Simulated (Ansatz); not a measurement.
Consider the substitution at a C–C bond: `FC(F)(F)C(F)(F)Br` + HCl → `FC(F)(Cl)Br` + `FC(F)F`.

Calculated with Ansatz (gas phase, PBE0-D4/def2-TZVP geometries, no zero-point term in ΔE). CCSD(T)/CBS is the MP2 limit (def2-TZVPP, def2-QZVPP) plus CCSD(T) − MP2 in def2-TZVPP, frozen cores. This one scheme is used for every species. Functionals use def2-TZVPP. HSE06 is defined as in plane-wave codes. For Br outer-core shells are correlated without core-valence functions, which leaves a few kJ/mol of doubt a bond. Scalar relativity is left out up to krypton.

`FC(F)(F)C(F)(F)Br`:

Cartesian coordinates in Å:
```
F -0.655 -0.644 1.491
C 0.299 -0.128 0.732
F 1.297 -0.992 0.633
F 0.749 0.981 1.307
C -0.255 0.227 -0.672
F 0.724 0.773 -1.388
F -1.228 1.122 -0.530
Br -0.930 -1.339 -1.573
```

HCl:

Cartesian coordinates in Å:
```
Cl 0.191 -0.608 -0.051
H -0.191 0.608 0.051
```

`FC(F)(Cl)Br`:

Z-matrix (Å, degrees):
```
C
F 1 1.325
Cl 1 1.755 2 109.5
Br 1 1.936 2 109.1 3 122.4
F 1 1.325 2 108.1 3 -119.2
```

`FC(F)F`:

Z-matrix (Å, degrees):
```
C
F 1 1.331
F 1 1.331 2 108.5
F 1 1.331 2 108.5 3 -117.7
H 1 1.093 2 110.4 3 121.1
```

(1) Is it downhill or uphill in electronic energy at CCSD(T)/CBS, and by how much? (Estimate.)

(2) What do these levels give: revPBE-D4, PBE0-D4, CAM-B3LYP-D4, B2PLYP, HSE06, CAM-B3LYP, RPA@PBE/def2-TZVPP, MP2/def2-SVP, CCSD/def2-SVP, CCSD(T)/def2-SVP, HF/def2-TZVPP, SCS-MP2/def2-TZVPP? (An estimate is asked.)

(3) What do rigid-rotor, harmonic-oscillator terms from PBE0-D4/def2-TZVP frequencies (298.15 K, 1 bar) make of the CCSD(T)/CBS value? (Estimate.)

Largest T1 diagnostic among the species: 0.012.

Answers

(1) Ansatz gave: Uphill: ΔE = +6.5 kcal/mol.

(2) Ansatz gave: revPBE-D4 3.7, PBE0-D4 5.2, CAM-B3LYP-D4 6.0, B2PLYP 4.6, HSE06 4.5, CAM-B3LYP 5.4, RPA@PBE/def2-TZVPP 7.2, MP2/def2-SVP 8.0, CCSD/def2-SVP 9.1, CCSD(T)/def2-SVP 9.1, HF/def2-TZVPP 6.5, SCS-MP2/def2-TZVPP 5.5 kcal/mol.

(3) The calculation gave: ΔZPE = +2.6 kcal/mol, ΔH = +8.2 kcal/mol, ΔS = 23 J/(mol·K), ΔG = +6.6 kcal/mol.

Leaving LDA and LC-ωPBE aside and taking each functional with its dispersion term where it has one, the values, not all of them listed here, spread over 3.6 kcal/mol, from BLYP-D4 to B97M-V. LDA lies +3.3 kcal/mol from PBE without D4. At CCSD(T), def2-SVP lies +2.6 kcal/mol from the extrapolated value and def2-TZVPP +0.6 kcal/mol. The D4 term adds +1.1 kcal/mol with B3LYP and +0.7 kcal/mol with PBE0; it sums over pairs of atoms, weighted by their polarisabilities, and B3LYP, whose exchange is more repulsive, gets the larger term.

B3LYP here is the variant with VWN-RPA as its local correlation; programs differ in this.
